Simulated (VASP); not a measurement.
# Ga (P6/mmm) in VASP: a series of runs

The runs below take Ga through single point, with BLYP.

Program: VASP 6.6.1. These are calculated values, not measurements. Logs are shortened: lines on timing, memory, paths and dates and some standing lists are left out, and cuts for length are marked.

### Step 1. Starting point

Symmetry: P6/mmm, No. 191, hexagonal system. The conventional cell has a = 4.852 Å, b = 4.852 Å, c = 3.276 Å, α = 90.00°, β = 90.00°, γ = 120.00°. Ga (site symmetry 6/mmm) has 14 Ga at 3.25 to 3.28 Å as nearest neighbours. Around Ga (site symmetry -6m2) lie 3 Ga at 2.80 Å.

This isn't the form of Ga at room conditions, which is orthorhombic.

### Step 2. Single point, BLYP

File INCAR:

```
SYSTEM = Ga
PREC = Accurate
ENCUT = 520
EDIFF = 1E-6
ISMEAR = -1
SIGMA = 0.1
LREAL = .FALSE.
LASPH = .TRUE.
NELM = 80
ALGO = Normal
ISIF = 2
LWAVE = .FALSE.
LCHARG = .TRUE.
GGA = B5
ALDAX = 1.0
AGGAX = 1.0
AGGAC = 1.0
ALDAC = 0.0
LELF = .TRUE.
LVHAR = .TRUE.
NBANDS = 26
```

File KPOINTS:

```
regular mesh
0
G
  10 10 13
  0 0 0
```

File POSCAR:

```
Ga
1.0
    4.8524796999      0.0000000000      0.0000000000
   -2.4262398500      4.2023706914      0.0000000000
    0.0000000000      0.0000000000      3.2757389348
Ga
3
Direct
    1.0000000000      1.0000000000      0.0000000000
    0.3333333333      0.6666666667      0.5000000000
    0.6666666667      0.3333333333      0.5000000000
```

Potentials or basis: VASP PAW PBE potentials, release 64 (Ga_d).

On the command line:

```console
cat potpaw_PBE.64/Ga_d/POTCAR > POTCAR
mpirun -np 1 vasp_std > vasp.out
```

OUTCAR:

```text
SYSTEM = Ga
   PREC = Accurate
   ENCUT = 520
   EDIFF = 1E-6
   ISMEAR = -1
   LREAL = .FALSE.
   LASPH = .TRUE.
   NELM = 80
   ISIF = 2
   GGA = B5

 ion  position               nearest neighbor table
   1  0.000  0.000  0.000-
   2  0.333  0.667  0.500-   3 2.80   3 2.80   3 2.80
   3  0.667  0.333  0.500-   2 2.80   2 2.80   2 2.80

  LATTYP: Found a hexagonal cell.
 ALAT       =     4.8524796999
 C/A-ratio  =     0.6750649436

  Lattice vectors:

 A1 = (   4.8524796999,   0.0000000000,   0.0000000000)
 A2 = (  -2.4262398500,   4.2023706914,   0.0000000000)
 A3 = (   0.0000000000,   0.0000000000,   3.2757389348)

Analysis of symmetry for initial positions (statically):
=====================================================================
 Subroutine PRICEL returns:
 Original cell was already a primitive cell.

 Routine SETGRP: Setting up the symmetry group for a
 hexagonal supercell.

 Subroutine GETGRP returns: Found 24 space group operations
 (whereof 24 operations were pure point group operations)
 out of a pool of 24 trial point group operations.

The static configuration has the point symmetry D_6h.

Analysis of symmetry for dynamics (positions and initial velocities):
=====================================================================
 Subroutine PRICEL returns:
 Original cell was already a primitive cell.

 Routine SETGRP: Setting up the symmetry group for a
 hexagonal supercell.

 Subroutine GETGRP returns: Found 24 space group operations
 (whereof 24 operations were pure point group operations)
 out of a pool of 24 trial point group operations.

The dynamic configuration has the point symmetry D_6h.

 Subroutine INISYM returns: Found 24 space group operations
 (whereof 24 operations are pure point group operations),
 and found     1 'primitive' translations

----------------------------------------------------------------------------------------

                                     Primitive cell

  volume of cell :      66.7986

  direct lattice vectors                    reciprocal lattice vectors
     4.852479700  0.000000000  0.000000000     0.206080203  0.118980460  0.000000000
    -2.426239850  4.202370691  0.000000000     0.000000000  0.237960921  0.000000000
     0.000000000  0.000000000  3.275738935     0.000000000  0.000000000  0.305274633

  length of vectors
     4.852479700  4.852479700  3.275738935     0.237960921  0.237960921  0.305274633

  position of ions in fractional coordinates (direct lattice)
     0.000000000  0.000000000  0.000000000
     0.333333333  0.666666667  0.500000000
     0.666666667  0.333333333  0.500000000

  ion indices of the primitive-cell ions
   primitive index   ion index
                 1           1
                 2           2
                 3           3

----------------------------------------------------------------------------------------

 KPOINTS: regular mesh

Automatic generation of k-mesh.
 Grid dimensions read from file:
 generate k-points for:   10   10   13

 Generating k-lattice:

  Cartesian coordinates                     Fractional coordinates (reciprocal lattice)
     0.020608020  0.011898046  0.000000000     0.100000000  0.000000000  0.000000000
     0.000000000  0.023796092  0.000000000     0.000000000  0.100000000  0.000000000
     0.000000000  0.000000000  0.023482664     0.000000000  0.000000000  0.076923077

  Length of vectors
     0.023796092  0.023796092  0.023482664

  Shift w.r.t. Gamma in fractional coordinates (k-lattice)
     0.000000000  0.000000000  0.000000000

 Subroutine IBZKPT returns following result:
 ===========================================

 Found     98 irreducible k-points:

 Following reciprocal coordinates:
            Coordinates               Weight
  0.000000  0.000000  0.000000      1.000000
  0.100000  0.000000  0.000000      6.000000
  0.200000  0.000000  0.000000      6.000000
  0.300000  0.000000  0.000000      6.000000
  0.400000  0.000000  0.000000      6.000000
  0.500000  0.000000  0.000000      3.000000
[... 16 lines left out ...]
  0.300000  0.100000  0.076923     24.000000
  0.400000  0.100000  0.076923     24.000000
 [... further k-points ...]
   k-points           NKPTS =     98   k-points in BZ     NKDIM =     98   number of bands    NBANDS=     26
   number of dos      NEDOS =    301   number of ions     NIONS =      3
   total plane-waves  NPLWV =  31104
   dimension x,y,z NGX =    36 NGY =   36 NGZ =   24
   dimension x,y,z NGXF=    72 NGYF=   72 NGZF=   48
   ions per type =               3
   NGX,Y,Z   is equivalent  to a cutoff of  12.33, 12.33, 12.18 a.u.
   NGXF,Y,Z  is equivalent  to a cutoff of  24.67, 24.67, 24.36 a.u.
 SYSTEM =  Ga
   PREC   = accura    normal or accurate (medium, high low for compatibility)
   ISTART =      0    job   : 0-new  1-cont  2-samecut
   ICHARG =      2    charge: 1-file 2-atom 10-const
   ISPIN  =      1    spin polarized calculation?
   LNONCOLLINEAR =      F non collinear calculations
   LSORBIT =      F    spin-orbit coupling
   LASPH  =      T    aspherical Exc in radial PAW
   ENCUT  =  520.0 eV  38.22 Ry    6.18 a.u.   9.02  9.02  6.09*2*pi/ulx,y,z
   NELM   =     80;   NELMIN=  2; NELMDL= -5     # of ELM steps
   EDIFF  = 0.1E-05   stopping-criterion for ELM
   LREAL  =      F    real-space projection
   EDIFFG = 0.1E-04   stopping-criterion for IOM
   NSW    =      0    number of steps for IOM
   IBRION =     -1    ionic relax: 0-MD 1-quasi-New 2-CG
   NFREE  =      0    steps in history (QN), initial steepest desc. (CG)
   ISIF   =      2    stress and relaxation
   ISYM   =      2    0-nonsym 1-usesym 2-fastsym
   POTIM  = 0.5000    time-step for ionic-motion
   TEBEG  =    0.0;   TEEND  =   0.0 temperature during run
   PSTRESS=    0.0 pullay stress
   NELECT =      39.0000    total number of electrons
   NUPDOWN=      -1.0000    fix difference up-down
   EMIN   =  10.00;   EMAX   =-10.00  energy-range for DOS
   EFERMI =   0.00;   METHOD = LEGACY
   ISMEAR =    -1;   SIGMA  =   0.10  broadening in eV -4-tet -1-fermi 0-gaus
   EFERMI_NEDOS =   21; number of points for ismear=-14 and -15
   IALGO  =     38    algorithm
   IMIX   =      4    mixing-type and parameters
     AMIX     =   0.40;   BMIX     =  1.00
     AMIX_MAG =   1.60;   BMIX_MAG =  1.00
  volume/ion in A,a.u.               =      22.27       150.26
  Fermi-wavevector in a.u.,A,eV,Ry     =   1.368277  2.585668 25.472568  1.872181
  Thomas-Fermi vector in A             =   2.494255
   LORBIT       =      0    0 simple, 1 ext, 2 COOP (PROOUT), +10 PAW based schemes
   GGA     = B5    functional components
   LHFCALC =     F    Hartree Fock is set to
   AEXX    =    0.0000 exact exchange contribution
   IVDW    =     0    specifies the selected vdW correction
   LEPSILON=     F    determine dielectric tensor
   LRPA    =     F    only Hartree local field effects (RPA)
 non-spin polarized calculation
  energy-cutoff  :      520.00
  volume of cell :       66.80
 maximum number of plane-waves:      1812
   NGX = 19   NGY = 19   NGZ = 13

 number of electron      39.0000008 magnetization

 Free energy of the ion-electron system (eV)
  ---------------------------------------------------
  ext. energy  EPLUGINS =         0.00000000
  ---------------------------------------------------
  free energy    TOTEN  =        -6.35213207 eV

  energy without entropy =       -6.30821970  energy(sigma->0) =       -6.33017589

 E-fermi :   4.5808     XC(G=0):  -9.6394

 val. band max:        4.5772630005   @ k =   0.2000   0.1000   0.3077
 cond. band min:       4.6173219455   @ k =   0.2000   0.2000   0.0769
 fundamental gap:      0.0400589450
 Fermi energy:         4.5807873684

 k-point     1 :       0.0000    0.0000    0.0000
  band No.  band energies     occupation
      1     -10.4466      2.00000
      2     -10.3266      2.00000
      3     -10.3266      2.00000
      4     -10.3120      2.00000
      5     -10.3070      2.00000
      6     -10.3070      2.00000
[... 18 lines left out ...]
     25      13.8243      0.00000
     26      13.8698      0.00000

 k-point     2 :       0.1000    0.0000    0.0000
  band No.  band energies     occupation
      1     -10.4437      2.00000
      2     -10.3402      2.00000
      3     -10.3376      2.00000
      4     -10.3180      2.00000
      5     -10.3155      2.00000
      6     -10.3144      2.00000
[... 18 lines left out ...]
     25      13.5936      0.00000
     26      13.6819      0.00000

 k-point     3 :       0.2000    0.0000    0.0000
  band No.  band energies     occupation
      1     -10.4359      2.00000
      2     -10.3676      2.00000
      3     -10.3590      2.00000
      4     -10.3322      2.00000
      5     -10.3213      2.00000
      6     -10.3205      2.00000
[... 18 lines left out ...]
     25      12.8924      0.00000
     26      13.3541      0.00000

 k-point     4 :       0.3000    0.0000    0.0000
  band No.  band energies     occupation
      1     -10.4268      2.00000
      2     -10.3925      2.00000
      3     -10.3781      2.00000
      4     -10.3435      2.00000
      5     -10.3296      2.00000
      6     -10.3179      2.00000
[... 18 lines left out ...]
     25      11.9637      0.00000
     26      12.7434      0.00000
[... 496 lines left out ...]
      1     -10.4257      2.00000
      2     -10.3842      2.00000
      3     -10.3744      2.00000
      4     -10.3393      2.00000
      5     -10.3309      2.00000
      6     -10.3144      2.00000
[... 18 lines left out ...]
     25      12.0239      0.00000
     26      12.7793      0.00000

 k-point    23 :       0.3000    0.1000    0.0769
  band No.  band energies     occupation
      1     -10.4230      2.00000
      2     -10.3982      2.00000
      3     -10.3879      2.00000
      4     -10.3460      2.00000
      5     -10.3311      2.00000
      6     -10.3134      2.00000
[... 18 lines left out ...]
     25      11.2089      0.00000
     26      11.9163      0.00000

 k-point    24 :       0.4000    0.1000    0.0769
  band No.  band energies     occupation
      1     -10.4286      2.00000
      2     -10.3974      2.00000
      3     -10.3951      2.00000
      4     -10.3497      2.00000
      5     -10.3345      2.00000
      6     -10.3059      2.00000
[... 18 lines left out ...]
     25      11.5509      0.00000
     26      11.9108      0.00000

 [... further k-points ...]

------------------------ aborting loop because EDIFF is reached ----------------------------------------

  FORCE on cell =-STRESS in cart. coord.  units (eV):
  Direction    XX          YY          ZZ          XY          YZ          ZX
  --------------------------------------------------------------------------------------
  -------------------------------------------------------------------------------------
  Total        0.2069047      0.2069047     -0.0039687     -0.0000000     -0.0000000      0.0000000
  in kB        4.9626481      4.9626481     -0.0951896     -0.0000000     -0.0000000      0.0000000
  external PRESSURE =       3.2767022 kB  Pullay stress =       0.0000000 kB

 VOLUME and BASIS-vectors are now :
 -----------------------------------------------------------------------------
  energy-cutoff  :      520.00
  volume of cell :       66.80
      direct lattice vectors                 reciprocal lattice vectors
     4.852479700  0.000000000  0.000000000     0.206080203  0.118980460  0.000000000
    -2.426239850  4.202370691  0.000000000     0.000000000  0.237960921  0.000000000
     0.000000000  0.000000000  3.275738935     0.000000000  0.000000000  0.305274633

 POSITION                                       TOTAL-FORCE (eV/Angst)
 -----------------------------------------------------------------------------------
      0.00000      0.00000      0.00000         0.000000      0.000000      0.000000
     -0.00000      2.80158      1.63787         0.000000      0.000000      0.000000
      2.42624      1.40079      1.63787        -0.000000     -0.000000      0.000000
 -----------------------------------------------------------------------------------
    total drift:                                0.000000      0.000000     -0.000000

  FREE ENERGIE OF THE ION-ELECTRON SYSTEM (eV)
  ---------------------------------------------------
  free  energy   TOTEN  =        -6.3521320656 eV

  energy  without entropy=       -6.3082197050  energy(sigma->0) =       -6.33017589
```

Run time: 96 s. Hardware: 1 thread of AMD EPYC 9R45 (Zen 5), shared host; peak memory 0.23 GiB.

Results:

- Free energy: -6.3521 eV
- Pressure: 0.3 GPa
- Band gap on the k mesh: none (metal or under the smearing width)

Levels at points of the mesh, in eV from the Fermi level:
| k point | band 15 | band 16 | band 17 | band 18 | band 19 | band 20 | band 21 | band 22 | band 23 | band 24 |
| --- | --- | --- | --- | --- | --- | --- | --- | --- | --- | --- |
| (0.00, 0.00, 0.00) | -14.77 | -9.92 | -2.92 | -2.46 | -0.62 | -0.62 | -0.35 | -0.35 | 3.38 | 7.19 |
| (0.50, 0.00, 0.00) | -14.72 | -7.82 | -7.75 | -4.08 | -2.77 | 3.98 | 4.29 | 5.39 | 5.54 | 5.56 |

Caveat: the PAW data sets were made with another functional, which shifts forces and pressure a little.

[end of part 1 of 2]
